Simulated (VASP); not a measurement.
# BaZrO3 (strained cubic perovskite): a r²SCAN single-point calculation in VASP

INCAR

```
ALGO = Normal
NELM = 120
LASPH = .TRUE.
ISIF = 2
METAGGA = R2SCAN
LCHARG = .FALSE.
ENCUT = 520
LREAL = .FALSE.
NSW = 0
EDIFF = 1E-7
PREC = Accurate
NBANDS = 28
IBRION = -1
ISMEAR = 0
LWAVE = .FALSE.
SIGMA = 0.01
```

KPOINTS

```
KPOINTS created by Atomic Simulation Environment
0
Gamma
6 6 6
0 0 0
```

KPOINTS_OPT

```
special points
4
Reciprocal
0.0000000000 0.0000000000 0.0000000000 1
0.0000000000 0.5000000000 0.0000000000 1
0.5000000000 0.5000000000 0.0000000000 1
0.5000000000 0.5000000000 0.5000000000 1
```

POSCAR

```
Ba Zr O
 1.0000000000000000
     4.2053549142000000    0.0000000000000000    0.0000000000000000
     0.0000000000000000    4.2053549142000000    0.0000000000000000
     0.0000000000000000    0.0000000000000000    4.2474084633000002
 Ba  Zr  O
   1   1   3
Cartesian
  0.0000000000000000  0.0000000000000000  0.0000000000000000
  2.1026774571000004  2.1026774571000004  2.1237042316500006
  2.1026774571000004  2.1026774571000004  0.0000000000000000
  2.1026774571000004  0.0000000000000000  2.1237042316500006
  0.0000000000000000  2.1026774571000004  2.1237042316500006
```

VASP ran with the recommended PBE PAW datasets (40 valence electrons in the cell).

Command

```
mpirun -np 1 vasp_std
```

OSZICAR

```
N       E                     dE             d eps       ncg     rms          rms(c)
DAV:   1     0.262459067812E+03    0.26246E+03   -0.22579E+04  2240   0.144E+03
DAV:   2    -0.845267984569E+02   -0.34699E+03   -0.33660E+03  2824   0.360E+02
DAV:   3    -0.106550689402E+03   -0.22024E+02   -0.21938E+02  3684   0.834E+01
DAV:   4    -0.107239431406E+03   -0.68874E+00   -0.68652E+00  3136   0.115E+01
DAV:   5    -0.107253370237E+03   -0.13939E-01   -0.13937E-01  3288   0.133E+00    0.286E+01
DAV:   6    -0.846996844159E+02    0.22554E+02   -0.23542E+01  2904   0.349E+01    0.993E+00
DAV:   7    -0.850562977122E+02   -0.35661E+00   -0.18053E+00  2896   0.804E+00    0.527E+00
DAV:   8    -0.851638798193E+02   -0.10758E+00   -0.85870E-01  2436   0.583E+00    0.179E+00
DAV:   9    -0.851013752577E+02    0.62505E-01   -0.27523E-01  2548   0.275E+00    0.368E-01
DAV:  10    -0.851032365440E+02   -0.18613E-02   -0.10758E-02  2912   0.659E-01    0.192E-01
DAV:  11    -0.851040625152E+02   -0.82597E-03   -0.67454E-03  2632   0.460E-01    0.151E-01
DAV:  12    -0.851037495358E+02    0.31298E-03   -0.10028E-03  2508   0.178E-01    0.450E-02
DAV:  13    -0.851037337044E+02    0.15831E-04   -0.11855E-04  2864   0.618E-02    0.632E-03
DAV:  14    -0.851037342983E+02   -0.59390E-06   -0.63147E-06  3172   0.150E-02    0.427E-03
DAV:  15    -0.851037339789E+02    0.31939E-06   -0.20269E-07  2320   0.281E-03    0.295E-03
DAV:  16    -0.851037333609E+02    0.61798E-06   -0.30362E-07  2200   0.311E-03    0.286E-04
DAV:  17    -0.851037334202E+02   -0.59279E-07   -0.14122E-08  1508   0.821E-04
   1 F= -.85103733E+02 E0= -.85103733E+02  d E =-.310207E-49
       N       E                     dE             ncg
DAV:   1     0.299977518524E+04   -0.34968E+04      224
DAV:   2     0.166664497711E+04   -0.13331E+04      284
DAV:   3     0.158265340300E+04   -0.83992E+02      388
DAV:   4     0.158077308917E+04   -0.18803E+01      304
DAV:   5     0.158073723758E+04   -0.35852E-01      316
DAV:   6     0.158073688977E+04   -0.34781E-03      304
DAV:   7     0.158073688283E+04   -0.69459E-05      304
DAV:   8     0.158073688268E+04   -0.14668E-06      272
DAV:   9     0.158073688267E+04   -0.57821E-08      196
```

From OUTCAR

```
k-points           NKPTS =     40   k-points in BZ     NKDIM =     40   number of bands    NBANDS=     28

   NELECT =      40.0000    total number of electrons

   dimension x,y,z NGX =    32 NGY =   32 NGZ =   32
   dimension x,y,z NGXF=    64 NGYF=   64 NGZF=   64

  energy-cutoff  :      520.00
  volume of cell :       75.12
      direct lattice vectors                 reciprocal lattice vectors
     4.205354914  0.000000000  0.000000000     0.237792058  0.000000000  0.000000000
     0.000000000  4.205354914  0.000000000     0.000000000  0.237792058  0.000000000
     0.000000000  0.000000000  4.247408463     0.000000000  0.000000000  0.235437681

 k-points in reciprocal lattice and weights: KPOINTS created by Atomic Simulation Env
   0.00000000  0.00000000  0.00000000       0.005
   0.16666667  0.00000000  0.00000000       0.019
   0.33333333  0.00000000  0.00000000       0.019
   0.50000000  0.00000000  0.00000000       0.009
   0.16666667  0.16666667  0.00000000       0.019
   0.33333333  0.16666667  0.00000000       0.037
   0.50000000  0.16666667  0.00000000       0.019
   0.33333333  0.33333333  0.00000000       0.019
   ...

 E-fermi :   3.4553

 k-point     1 :       0.0000    0.0000    0.0000
  band No.  band energies     occupation
      1     -45.2968      2.00000
      2     -22.7172      2.00000
      3     -22.7172      2.00000
      4     -22.7165      2.00000
      5     -22.7047      2.00000
      6     -13.9699      2.00000
      7     -13.7299      2.00000
      8     -13.6707      2.00000
      9      -7.4414      2.00000
     10      -7.4202      2.00000
     11      -7.4202      2.00000
     12       1.8007      2.00000
     13       1.8499      2.00000
     14       1.8499      2.00000
     15       2.3362      2.00000
     16       2.3729      2.00000
     17       2.3729      2.00000
     18       3.0681      2.00000
     19       3.0850      2.00000
     20       3.0850      2.00000
     21       6.9833      0.00000
     22       6.9833      0.00000
     23       7.0270      0.00000
     24       8.4435      0.00000
     25       8.5243      0.00000
     26       9.8999      0.00000
     27      11.0455      0.00000
     28      11.1688      0.00000

 k-point     2 :       0.1667    0.0000    0.0000
  band No.  band energies     occupation
      1     -45.2959      2.00000
      2     -22.8635      2.00000
      3     -22.7156      2.00000
      4     -22.7030      2.00000
      5     -22.6249      2.00000
      6     -13.9595      2.00000
      7     -13.6796      2.00000
      8     -13.5352      2.00000
      9      -7.4241      2.00000
     10      -7.4025      2.00000
     11      -7.3805      2.00000
     12       1.3881      2.00000
     13       1.7196      2.00000
     14       1.7727      2.00000
     15       2.1048      2.00000
     16       2.1345      2.00000
     17       2.1849      2.00000
     18       2.4706      2.00000
     19       2.9796      2.00000
     20       2.9971      2.00000
     21       7.0775      0.00000
     22       7.5745      0.00000
     23       7.6129      0.00000
     24       8.8902      0.00000
     25       8.9620      0.00000
     26      10.4518      0.00000
     27      11.0807      0.00000
     28      12.0337      0.00000

 k-point     3 :       0.3333    0.0000    0.0000
  band No.  band energies     occupation
      1     -45.2941      2.00000
      2     -23.0215      2.00000
      3     -22.7123      2.00000
      4     -22.6997      2.00000
      5     -22.5703      2.00000
      6     -14.0461      2.00000
      7     -13.6701      2.00000
      8     -13.0379      2.00000
      9      -7.3890      2.00000
     10      -7.3666      2.00000
     11      -7.3013      2.00000
     12       0.2167      2.00000
     13       1.5207      2.00000
     14       1.5856      2.00000
     15       1.7415      2.00000
     16       1.7558      2.00000
     17       1.8104      2.00000
     18       1.8637      2.00000
     19       2.8648      2.00000
     20       2.8799      2.00000
     21       7.2904      0.00000
     22       8.7774      0.00000
     23       8.8022      0.00000
     24       9.7959      0.00000
     25       9.9620      0.00000
     26      11.0564      0.00000
     27      11.4794      0.00000
     28      11.7727      0.00000

 k-point     4 :       0.5000    0.0000    0.0000
  band No.  band energies     occupation
      1     -45.2932      2.00000
      2     -23.0905      2.00000
      3     -22.7107      2.00000
      4     -22.6981      2.00000
      5     -22.5502      2.00000
      6     -14.0975      2.00000
      7     -13.6655      2.00000
      8     -12.7630      2.00000
      9      -7.3713      2.00000
     10      -7.3484      2.00000
     11      -7.2618      2.00000
     12      -0.3883      2.00000
     13       1.3998      2.00000
     14       1.4685      2.00000
     15       1.5976      2.00000
     16       1.6050      2.00000
     17       1.6139      2.00000
     18       1.7127      2.00000
     19       2.8243      2.00000
     20       2.8381      2.00000
     21       7.4135      0.00000
     22       9.4663      0.00000
     23       9.4771      0.00000
     24      10.2734      0.00000
     25      10.5615      0.00000
     26      11.0457      0.00000
     27      11.1990      0.00000
     28      12.3757      0.00000

 k-point     5 :       0.1667    0.1667    0.0000
  band No.  band energies     occupation
      1     -45.2950      2.00000
      2     -22.8819      2.00000
      3     -22.7860      2.00000
      4     -22.7014      2.00000
      5     -22.5916      2.00000
      6     -13.8820      2.00000
      7     -13.5617      2.00000
      8     -13.5218      2.00000
      9      -7.4524      2.00000
     10      -7.4044      2.00000
     11      -7.3166      2.00000
     12       1.1864      2.00000
     13       1.4263      2.00000
     14       1.6242      2.00000
     15       1.6372      2.00000
     16       1.8995      2.00000
     17       2.2861      2.00000
     18       2.3992      2.00000
     19       2.7313      2.00000
     20       2.8690      2.00000
     21       7.6252      0.00000
     22       7.6798      0.00000
     23       7.9453      0.00000
     24       9.3476      0.00000
     25       9.4107      0.00000
     26      10.7463      0.00000
     27      11.5562      0.00000
     28      11.9778      0.00000

 k-point     6 :       0.3333    0.1667    0.0000
  band No.  band energies     occupation
      1     -45.2932      2.00000
      2     -23.0013      2.00000
      3     -22.7923      2.00000
      4     -22.6982      2.00000
      5     -22.5704      2.00000
      6     -13.9152      2.00000
      7     -13.5459      2.00000
      8     -13.0609      2.00000
      9      -7.4421      2.00000
     10      -7.3643      2.00000
     11      -7.3000      2.00000
     12       0.1951      2.00000
     13       0.8454      2.00000
     14       1.3229      2.00000
     15       1.4305      2.00000
     16       1.5644      2.00000
     17       1.9737      2.00000
     18       2.3570      2.00000
     19       2.6522      2.00000
     20       2.7309      2.00000
     21       7.8287      0.00000
     22       8.8133      0.00000
     23       8.8744      0.00000
     24      10.2218      0.00000
     25      10.4152      0.00000
     26      11.2137      0.00000
     27      11.7168      0.00000
     28      11.9511      0.00000

 k-point     7 :       0.5000    0.1667    0.0000
  band No.  band energies     occupation
      1     -45.2923      2.00000
      2     -23.0665      2.00000
      3     -22.7815      2.00000
      4     -22.6965      2.00000
      5     -22.5655      2.00000
      6     -13.9509      2.00000
      7     -13.5434      2.00000
      8     -12.7890      2.00000
      9      -7.3978      2.00000
     10      -7.3439      2.00000
     11      -7.3313      2.00000
     12      -0.4028      2.00000
     13       0.6178      2.00000
     14       1.2802      2.00000
     15       1.3011      2.00000
     16       1.4384      2.00000
     17       1.8825      2.00000
     18       2.3434      2.00000
     19       2.5561      2.00000
     20       2.6853      2.00000
     21       7.9294      0.00000
     22       9.4488      0.00000
     23       9.5316      0.00000
     24      10.6447      0.00000
     25      11.0213      0.00000
     26      11.2430      0.00000
     27      11.6222      0.00000
     28      12.0517      0.00000

 ...

  Total        0.0664823      0.0664823     -0.9856286      0.0000000     -0.0000000      0.0000000
  in kB        1.4180351      1.4180351    -21.0229925      0.0000000     -0.0000000      0.0000000
  external PRESSURE =      -6.0623074 kB  Pullay stress =       0.0000000 kB

 POSITION                                       TOTAL-FORCE (eV/Angst)
 -----------------------------------------------------------------------------------
      0.00000      0.00000      0.00000         0.000000      0.000000      0.000000
      2.10268      2.10268      2.12370         0.000000      0.000000      0.000000
      2.10268      2.10268      0.00000         0.000000      0.000000      0.000000
      2.10268      0.00000      2.12370         0.000000      0.000000      0.000000
      0.00000      2.10268      2.12370         0.000000      0.000000      0.000000
 -----------------------------------------------------------------------------------
    total drift:                                0.000000     -0.000000     -0.000000

  FREE ENERGIE OF THE ION-ELECTRON SYSTEM (eV)
  ---------------------------------------------------
  free  energy   TOTEN  =       -85.1037334202 eV

  energy  without entropy=      -85.1037334202  energy(sigma->0) =      -85.10373342
```

```
gap between bands v and c : 3.63 eV
least direct gap          : 3.90 eV
pressure                  : -0.6 GPa
```

Band v is the last that the valence electrons fill when counted band by band, and c is the next.

The run took about 2.8 min on one core of a shared host (Intel Xeon Platinum 8488C) and held 0.27 GiB at most.
